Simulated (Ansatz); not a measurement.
Rock-salt LiI, treated with G0W0@PBE (Ansatz, a first-principles code, plane waves, hard PAW, contour deformation).

The same calculation (at the measured cell, 27.135 Å³/atom) with different numerical settings; throughout: k mesh 2×2×2:

```
run  response cutoff (eV)  empty bands  quasiparticle gap on the mesh (eV)  quasiparticle gap at Γ (eV)  rough time
---  --------------------  -----------  ----------------------------------  ---------------------------  ----------
1                     100          226                               5.609                        5.709   10 core-s
2                     150          416                               5.726                        5.744   20 core-s
3                     200          640                               5.747                        5.747   40 core-s
4                     250          895                               5.747                        5.747  100 core-s
5                     300         1176                               5.747                        5.747  7 core-min
6                     400         1811                               5.747                        5.747  5 core-min
```

In the column quasiparticle gap on the mesh (eV) the first row differs from the last by -0.138 and the next to last by 0.000.

The last row is no converged limit: other settings stay fixed.

Spin–orbit coupling is not included.
